The table compares twelve static calculations of fcc aluminium, identical in structure but not in functional. The equilibrium volume is the volume per atom at which the energy is lowest. The bulk modulus is the pressure needed per relative change of volume, taken at that minimum.

ABINIT 10.8.3; dispersion none, spin orbit no, k mesh a 11, k mesh b 11, k mesh c 11, occupations fermi-dirac, smearing width 0.05 eV.

```csv
functional,potentials,wave cutoff,equilibrium volume (Å³/atom),equilibrium volume change (% of the given cell),bulk modulus (GPa)
LDA,JTH-PAW-LDA-v2.0,544.228 eV,15.815,-4.740,85.60
PBE,PseudoDojo-NC-SR-PBE-v0.5-standard,544.228 eV,16.464,-0.840,79.70
revPBE,JTH-PAW-PBE-v2.0,544.228 eV,16.670,0.410,78.40
RPBE,PseudoDojo-NC-SR-PBE-v0.4.1-standard,544.228 eV,16.488,-0.690,79.10
r2SCAN,PseudoDojo-NC-SR-PBE-v0.4-stringent,653.073 eV,16.315,-1.730,84.20
AM05,PseudoDojo-NC-SR-PBEsol-v0.4.1-standard,544.228 eV,15.978,-3.760,88.80
LDA-PZ,PseudoDojo-NC-SR-LDA-v0.4.1-standard,598.65 eV,15.777,-4.970,85.30
LDA-Teter,JTH-PAW-LDA-v2.0,544.228 eV,15.839,-4.600,85.20
OLYP,JTH-PAW-PBE-v2.0,544.228 eV,16.148,-2.740,87.00
PW91,JTH-PAW-PBE-v2.0,544.228 eV,16.596,-0.040,76.00
WC,PseudoDojo-NC-SR-PBEsol-v0.4.1-standard,544.228 eV,16.281,-1.940,81.90
rPW86PBE,PseudoDojo-NC-SR-PBE-v0.4.1-standard,544.228 eV,16.612,0.050,75.70
```

### 1. Which functionals give the smallest and the largest crystal?

The three LDA-type functionals give the smallest volumes, and revPBE gives the largest. The whole range is 5.7 % of the smallest volume. On the cubic edge it shrinks to 0.07 Å, less than 2 %, because the edge goes as the cube root of the volume. A density computed from these cells thus depends visibly on the functional, while a drawing of the structure would hardly change.

### 2. Why is the PBE crystal larger than the LDA crystal?

LDA treats each point in the metal as if it lay in a uniform electron gas. PBE adds a correction that lowers the energy where the density varies quickly. Pulling atoms apart makes the density more uneven, so this correction favours expansion and acts as an outward pressure.

The calculated pressures show its size. At the volume of the given cell, 16.60 Å³ per atom, both crystals pull inward, but PBE by 3.1 GPa less than LDA. The two rows also differ in their potentials, which matters little here: LDA-PZ, with a norm-conserving potential like that of PBE, gives nearly the same difference. Divided by a bulk modulus of roughly 80 GPa, the difference in pressure gives an expansion of about 4 %, which is the gap in the table. The agreement is expected, since pressures and volumes come from the same runs; the link to uneven density comes from theory.

### 3. What would change in a softer metal, such as sodium?

The same division gives a guide: the change in volume is the extra pressure over the bulk modulus. A soft metal yields more to a given push, although the push itself also differs from metal to metal. The gap between LDA and PBE volumes is indeed known to be wider, in relative terms, for the alkali metals than for aluminium. The order of the two functionals stays the same.

### 4. Does a volume between LDA and PBE mean a gentler gradient correction?

For AM05 and WC this is the natural reading. Both were designed with solids in mind, and over the moderate density gradients found there their correction is weaker than that of PBE. A weaker correction gives a weaker outward push, and their volumes fall between those of the LDA-type rows and PBE.

OLYP also falls there, but the same explanation can't be carried over. It doesn't reproduce the energy of a uniform electron gas, and the valence electrons of aluminium come close to being one. With the same potential, its volume is 0.45 Å³ per atom smaller than that of PW91. The failure in the uniform gas is a plausible cause, though the table has no row that would isolate it.

### 5. Is the smaller crystal always the stiffer one?

Mostly. The rank correlation between volume and bulk modulus is −0.86, where −1 would be a perfect opposite order. Compressed metals resist further compression more strongly, so a functional that settles at a small volume tends to report a high stiffness. AM05 and OLYP break the rule most clearly: both are stiffer than LDA although their crystals are larger. There are lesser exceptions too: r2SCAN is stiffer than WC, revPBE is stiffer than PW91 and rPW86PBE, and LDA is slightly stiffer than LDA-PZ, each time with the larger volume.

### 6. Why can AM05 be stiffer than LDA in a larger crystal?

Each bulk modulus in the table is read at a different volume. A fair comparison of the functionals needs one common volume, and the pressures $P$ on either side of the given cell supply it:

$$B=-V\,\frac{\Delta P}{\Delta V}$$

Here $B$ is the bulk modulus and $V$ the volume per atom. PW91, whose minimum lies almost exactly at this volume, provides a test: the formula agrees with its tabulated bulk modulus to within 0.2 GPa.

At the common volume the picture turns round. The LDA-type rows are now the softest, at 67 to 68 GPa, while all other rows lie between 75 and 80 GPa. AM05 and WC, which differ by 7 GPa at their own minima, become almost equal. Their difference in the table therefore comes from the volumes at which they settle.

LDA looks stiff because it shrinks so far. At the common volume its crystal is under a tension of 3.8 GPa, and letting it contract removes that tension. In the LDA fit the bulk modulus rises by about 4.6 GPa for each GPa of pressure (a value from the same run, not listed in the table), so the contraction adds about 17 GPa. AM05 contracts less and gains only about 14 GPa, but it starts 7 GPa higher and so finishes ahead.

The higher starting point has a simple mechanical meaning. The outward push that PBE adds to LDA isn't constant: it grows from 2.9 to 3.3 GPa as the cell is compressed from 16.93 to 16.27 Å³ per atom. The push of AM05 is much weaker, but it grows too, from 0.5 to 0.8 GPa. PW91, which uses a PAW potential as LDA does, shows a similar growth. A push that strengthens under compression acts like an additional spring. The gradient correction thus enlarges the crystal and, at fixed volume, also stiffens it. The first effect lowers the tabulated bulk modulus and the second raises it, so the table alone shows only their balance.

### 7. Which differences between functionals can be trusted?

The potentials, which stand in for the inner electrons, change along with the functionals. This matters most for revPBE and RPBE. The two functionals are close relatives, yet their volumes differ by 1.1 %, one with a PAW potential and the other with a norm-conserving one. No gradient-corrected functional was run with both kinds, so this gap can't be divided between functional and potential.

Comparisons on one potential are safer. WC exceeds AM05 by 0.30 Å³ per atom, and this difference can be put down to the functional, although the shared potential was made for PBEsol and ABINIT warns of the mismatch in both runs. LDA-Teter and LDA differ by only 0.02 Å³, as expected of two formulas for the same electron gas. RPBE and PBE are just as close, but the versions of their potentials differ, so the table can't tell how much of this small gap belongs to the functional.

The second decimal of a volume is therefore useful only between rows that share a potential. Convergence with the k mesh isn't shown, and it could shift the absolute bulk moduli. The LDA-type bulk moduli deserve extra caution, because only one calculated volume lies below each of their minima. The comparison at the common volume is firmer, since it has calculated points on both sides. It rests on pressures that lie slightly below the slope of the energies, an effect of the fixed plane-wave basis. The effect is small here: the volumes at which the pressures vanish agree with the tabulated ones to about a hundredth of an Å³.

### 8. PW91 reproduces the given cell almost exactly. Is it the most accurate?

The given edge is close to that of real aluminium at room temperature. The calculated crystal, however, has atoms at rest, whereas real atoms vibrate and push the lattice apart. A correct static calculation should therefore give a volume *below* that of the given cell.

The size of this effect follows from the same division of a pressure by a bulk modulus. At room temperature the vibrational energy is roughly $3k_\mathrm{B}T$ per atom, or 0.077 eV. The Grüneisen constant $\gamma$, about 2.2 for aluminium as a rough recalled value, converts this energy into pressure:

$$\frac{\Delta V}{V}\approx\frac{\gamma\,3k_\mathrm{B}T}{VB}$$

With the PBE volume and bulk modulus, the numerator is 0.17 eV and the denominator 8.2 eV. The expansion is about 2 %.

With this expansion added, PW91 is about 2 % too large and LDA nearly 3 % too small. The apparently perfect PW91 volume contains an error that the missing vibrations cancel. WC and r2SCAN now come closest to the given cell, but this doesn't make them winners. Both use potentials made for another functional, and the r2SCAN run carries a warning about how its potential describes the core electrons. The estimate separates errors of two or three per cent from small ones; it can't rank functionals that lie within a few tenths of a per cent of each other.

The printed analysis after this text lists the pressures, the bulk moduli at the common volume and the volume changes with vibrations included.

Numerical output:

```
Size and stiffness:
        row  cubic edge in angstrom  pressure at 16.60 A^3 in GPa  bulk modulus at 16.60 A^3 in GPa  volume change with vibrations added in %
        LDA                   3.985                        -3.757                             68.05                                    -2.671
        PBE                   4.038                       -0.6654                             76.91                                     1.229
     revPBE                   4.055                        0.2881                              79.9                                     2.479
       RPBE                    4.04                       -0.5465                             76.88                                     1.379
     r2SCAN                   4.026                        -1.419                             77.96                                    0.3394
       AM05                   3.998                        -3.137                             74.92                                    -1.691
     LDA-PZ                   3.981                        -3.879                             67.23                                    -2.901
  LDA-Teter                   3.987                        -3.636                             68.19                                    -2.531
       OLYP                   4.012                        -2.308                             77.15                                   -0.6706
       PW91                   4.049                      -0.06541                             75.87                                     2.029
         WC                   4.023                        -1.543                             75.19                                    0.1294
   rPW86PBE                    4.05                       0.03464                             76.09                                     2.119
Largest less smallest volume, A^3/atom: 0.893
Largest less smallest volume, % of the smallest: 5.66
Largest less smallest cubic edge, angstrom: 0.07374
PBE less LDA volume, A^3/atom: 0.649
PBE less LDA volume, % of LDA: 4.104
PBE less LDA pressure at 16.27 A^3, GPa: 3.273
PBE less LDA pressure at 16.60 A^3, GPa: 3.092
PBE less LDA pressure at 16.93 A^3, GPa: 2.919
PW91 less LDA pressure at 16.27 A^3, both PAW, GPa: 3.851
PW91 less LDA pressure at 16.93 A^3, both PAW, GPa: 3.539
WC less AM05 volume on one potential, A^3/atom: 0.303
PW91 less OLYP volume on one potential, A^3/atom: 0.448
LDA-Teter less LDA volume on one potential, A^3/atom: 0.024
RPBE less PBE volume, A^3/atom: 0.024
revPBE less RPBE volume on different potentials, A^3/atom: 0.182
revPBE less RPBE volume, % of RPBE: 1.104
Rank correlation of volume and bulk modulus, all rows: -0.8601
OLYP less LDA bulk modulus at their own minima, GPa: 1.4
OLYP less LDA bulk modulus at 16.60 A^3, GPa: 9.101
AM05 less WC bulk modulus at their own minima, GPa: 6.9
AM05 less WC bulk modulus at 16.60 A^3, GPa: -0.2701
Spread of bulk moduli at own minima without the LDA-type rows, GPa: 13.1
Spread of bulk moduli at 16.60 A^3 without the LDA-type rows, GPa: 4.974
PW91 bulk modulus at 16.60 A^3 less that of its fit, GPa: -0.1313
Estimated expansion by vibrations at room temperature, % of volume: 2.069
```
